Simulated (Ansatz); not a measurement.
Mg in several cubic structure types, each at its own equilibrium volume.

Method: PBE, plane waves, PAW datasets (generated soft set 1) (Ansatz 0.2.0 development build).

Settings: cutoff 420 eV; no spin polarisation; Fermi–Dirac smearing of 0.0612 eV; k-meshes 43³ (bcc), 41³ (fcc), 36³ (simple cubic).

(1) Rank the structures by energy per atom, lowest first.
A. simple cubic
B. bcc
C. fcc

(2) Give the equilibrium volume and bulk modulus of each.

Results:

(1) C (0.0 meV/atom), B (16.2 meV/atom), A (367 meV/atom).

(2) 
| structure | V₀ (Å³/atom) | B₀ (GPa) |
| --- | --- | --- |
| bcc | 22.92 | 35 |
| fcc | 23.13 | 35 |
| simple cubic | 27.59 | 23 |

Only these cubic types are compared here; the real ground state can be another structure or magnetic.

Model structures, not the usual forms at ambient conditions (metastable or hypothetical): Mg (bcc type), Mg (fcc type), Mg (simple cubic type).
